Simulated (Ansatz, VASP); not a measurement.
# BAs: VASP beside Ansatz, part 2 of 2

Wanted: the spread between two codes on one cell, functional and k mesh. The cell is taken from a series of runs on this material, whose earlier steps may have relaxed, scaled, displaced or heated it; both programs get it as it stands.

VASP 6.6.1 and Ansatz 0.2.0.

So far. Step 5 (VASP: single point, LDA, pair 2): The run ends at a pressure of -1.79 GPa, with forces up to 0.0048 eV/Å. Step 6 (Ansatz: single point, LDA, pair 2): The run ends at a pressure of -2.54 GPa.

### Step 8. Ansatz: single point, LDA, pair 3

Level of this step: Ansatz beside VASP: Kohn-Sham DFT, plane waves, LDA (Ansatz).

With cell and atoms fixed, the geometry can't cause a difference; cores, projectors, grids and the points listed under the comparison can. The cell compared in this pair holds 26.78 Å³, against 26.98 Å³ for the pair before.

The cell is taken from a series of runs on this material, whose earlier steps may have relaxed, scaled, displaced or heated it; both programs get it as it stands.

The input, input.yaml:

```yaml
crystal:
  lattice:
    - [-1.6720353045, -2.3646149982, 1.6935142642]
    - [1.6720353045, -2.3646149982, 1.6935142642]
    - [0.0, 3.6e-09, 3.3870285233]
  atoms:
    - { symbol: B, position: [-0.0005843916, -0.0005843916, 0.0005843916] }
    - { symbol: As, position: [0.7505843916, 0.7505843916, 0.7494156084] }
kpoints:
  mp_grid: { grid: [8, 8, 8] }
hamiltonian:
  xc: lda
scf:
  occupations: { method: fermi_dirac, width: 0.02 }
  n_extra_bands: 4
output:
  eigenvalues: true
  forces: true
  stress: true
```

The run is started by

```bash
ansatz run input.yaml --threads 8 --pin off --max-ram 18432MiB --backend cpu --events-out ev --progress --plain --runs-dir out
```

Numbers of over 12 decimals in the logs are rounded to 6 here.

Output:

```text
[...]
Crystal: 2 atoms, lattice volume = 26.783 Å³
Basis set: ecut = 420 eV, 531 PW (Γ)
Bands: 13, of which v1, the nominal top of the filled ones, is band 9 counted from 1 (8 counted from 0)
Symmetry: 4 space group operations
[...]
k-points: 95 of 512 (time reversal used)
[...]
--- Band table (eV; the first three rows and the last of 95) ---
  k-point 0: bands = [... 5 lower, -4.4304, 11.0493, 11.1509, 11.1591, 14.3111, 14.3525, 14.5087, 16.0054]
  k-point 1: bands = [... 5 lower, -4.1740, 9.0893, 10.6918, 10.7090, 14.5786, 14.9276, 15.0758, 17.1786]
  k-point 2: bands = [... 5 lower, -3.4279, 6.0967, 9.9863, 9.9964, 14.3203, 15.7530, 15.8466, 19.0378]
  k-point 94: bands = [... 5 lower, -0.1896, 2.6451, 6.8395, 7.0374, 12.2931, 12.5823, 22.5121, 22.5791]
[key lines of the parts left out:]
SCF converged after 6 iterations
Free energy (F): -4923.522553 eV
Fermi energy:    11.669141 eV
P = ⅓ Tr σ = -1.5563 GPa (-15.563 kbar)
```

The run ends at a pressure of -1.56 GPa.

### Step 9. VASP: single point, LDA, pair 3

The same cell, functional (in two slightly different forms), mesh and smearing now go to VASP, with its own data sets.

The input, INCAR:

```
SYSTEM = BAs
PREC = Accurate
ENCUT = 500
EDIFF = 1E-06
NELM = 120
ISMEAR = -1
SIGMA = 0.02
LREAL = .FALSE.
ALGO = Normal
GGA = PW92
NBANDS = 10
LORBIT = 11
LWAVE = .FALSE.
LCHARG = .FALSE.
ISIF = 2
LASPH = .TRUE.
GGA_COMPAT = .FALSE.
EFERMI = MIDGAP
```

The input, POSCAR:

```
BAs
1.0
   -1.6720353045     -2.3646149982      1.6935142642
    1.6720353045     -2.3646149982      1.6935142642
    0.0000000000      0.0000000036      3.3870285233
B As
1 1
Direct
    0.9994156084      0.9994156084      0.0005843916
    0.7505843916      0.7505843916      0.7494156084
```

The input, KPOINTS:

```
Automatic mesh
0
Gamma
8 8 8
0 0 0
```

The projector-augmented-wave data sets are B and As (LDA family, release 64).

The run is started by

```bash
mpirun -np 1 vasp_std
```

Output:

```text
[... set-up lines as in an earlier step ...]
 entering main loop
       N       E                     dE             d eps       ncg     rms          rms(c)
DAV:   1     0.102071225993E+02    0.10207E+02   -0.37240E+03  1900   0.682E+02
DAV:   2    -0.130338789383E+02   -0.23241E+02   -0.22522E+02  2536   0.107E+02
DAV:   3    -0.136821420660E+02   -0.64826E+00   -0.64717E+00  2244   0.174E+01
DAV:   4    -0.136840831660E+02   -0.19411E-02   -0.19408E-02  2266   0.105E+00
[...]
DAV:  10    -0.129226957514E+02   -0.68288E-05   -0.85846E-05  2086   0.560E-02    0.140E-02
DAV:  11    -0.129226971468E+02   -0.13954E-05   -0.16230E-06  2244   0.941E-03    0.127E-02
DAV:  12    -0.129226969887E+02    0.15806E-06   -0.75645E-07  1224   0.393E-03
   1 F= -.12922697E+02 E0= -.12922697E+02  d E =-.651621E-13
```

OUTCAR, selected parts (step 9):

```text
  Total        0.1223197      0.0149569     -0.5286280      0.0000000     -0.0000000     -0.0000000
  in kB        7.3173255      0.8947434    -31.6232131      0.0000000     -0.0000000     -0.0000000
  external PRESSURE =      -7.8037147 kB  Pullay stress =       0.0000000 kB

 POSITION                                       TOTAL-FORCE (eV/Angst)
 -----------------------------------------------------------------------------------
      0.00000     -4.72647      3.38703         0.000000      0.003121     -0.000000
      0.00000     -3.54969      5.08054         0.000000     -0.003121      0.000000
 -----------------------------------------------------------------------------------
    total drift:                                0.000000     -0.000146     -0.000000

  FREE ENERGIE OF THE ION-ELECTRON SYSTEM (eV)
  ---------------------------------------------------
  free  energy   TOTEN  =       -12.9226969887 eV

  energy  without entropy=      -12.9226969887  energy(sigma->0) =      -12.92269699

[... 1 part as in an earlier step ...]

[... 2 further parts left out ...]
[key lines of the parts left out:]
E-fermi :   6.9062
```

The run ends at a pressure of -0.78 GPa, with forces up to 0.0031 eV/Å.

### Step 10. Differences

What differs besides the data sets and the points named for the pairs above, as far as they apply: the data sets hold 18 valence electrons in Ansatz (on its default PAW (the set named soft_2) files) and 8 in VASP. Total energies have different zeros and are not compared.

The two programs side by side:

| quantity | Ansatz | VASP | difference |
| --- | --- | --- | --- |
| pressure (GPa) | -1.56 | -0.78 | -0.78 |
| gap on the k mesh (eV) | 1.024 | 1.020 | +0.004 |

At this near-relaxed geometry the largest component of a force difference is 3 meV/Å. A gap on the mesh is an upper bound, since the band edges may lie between its points.

### Step 11. Summary of results

```yaml
difference_in_gap_on_the_k_mesh_single_point_lda_pair_1: 0.0041 eV
difference_in_pressure_single_point_lda_pair_1: -0.77 GPa
difference_in_gap_on_the_k_mesh_single_point_lda_pair_2: 0.0041 eV
difference_in_pressure_single_point_lda_pair_2: -0.75 GPa
difference_in_gap_on_the_k_mesh_single_point_lda_pair_3: 0.0041 eV
difference_in_pressure_single_point_lda_pair_3: -0.78 GPa
```

What this shows: The difference in pressure is -0.78 GPa (single point, LDA, pair 3), within the 1 GPa picked in this series as the mark of a large difference. The data sets hold unlike numbers of valence electrons (18 in Ansatz and 8 in VASP), so part of the differences comes from the potentials. 5 further runs of this series are not shown here. Such differences can come from data sets, numerical settings and the points named under the comparisons, not from the functional's error against experiment.

[Lines on the potential files, build, host, timing and source positions are cut from VASP's logs without a mark.]

[Logs are printed without paths, hosts, clocks, repeated set-up lines and the standing remarks that a program may print on its own settings, such as how far it seeks lower states.]

[Hosts, paths, dates, database ids (printed as entryN), source tags and the programs' standing remarks are cut or masked in the printed files.]
